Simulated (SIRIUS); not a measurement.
## Mg3Sb2 under changes of volume

One of the cells (26.342 Å³/atom); the others are scaled copies at fixed shape and fractional positions:

```
CELL_PARAMETERS angstrom
4.58200 0.00000 0.00000
-2.29100 3.96813 0.00000
0.00000 0.00000 7.24400
ATOMIC_POSITIONS crystal
Sb 0.66667 0.33333 0.76500
Sb 0.33333 0.66667 0.23500
Mg 0.00000 0.00000 0.00000
Mg 0.66667 0.33333 0.37000
Mg 0.33333 0.66667 0.63000
```

| Item | Value |
| --- | --- |
| Program | SIRIUS 7.12.0 |
| Functional | LDA |
| Potentials or basis | all-electron FP-LAPW |
| Cutoff | 158 eV |
| Basis | apw+lo standard |
| k mesh | 7 × 7 × 4 |
| Occupations | fermi-dirac, width 0.05 eV |
| Spin | no spin polarisation |

```csv
volume (Å³/atom),energy over the lowest point (meV/atom),gap on the mesh (eV)
24.762,1.27,0.39
25.288,0.00,0.36
25.815,2.10,0.33
26.342,7.17,0.30
26.869,?,?
27.396,25.08,0.25
27.923,37.49,0.22
```

Question: What does the run at 26.869 Å³/atom give?

Answer: Energy over the lowest point 14.84 meV/atom; gap on the mesh 0.27 eV.

Worked out: A Birch-Murnaghan fit of order 3 (a polynomial in V^(-2/3)) to the other rows has its minimum at 25.21 Å³/atom with B0 = V·E''(V) = 49 GPa and B' = 4.0 at fixed shape and positions, which overstates the stiffness. It gives 14.91 meV/atom at 26.869 Å³/atom, against the run's 14.84. A straight line through the other rows of the gap, of slope -1.4 eV per unit of ln V, gives 0.27 eV, against the run's 0.27.

Energies are extrapolated to zero smearing.

Caveats: spin-orbit coupling is left out, which moves the levels of the heavy elements; an odd mesh through Γ misses points on the zone boundary, where band edges often lie.
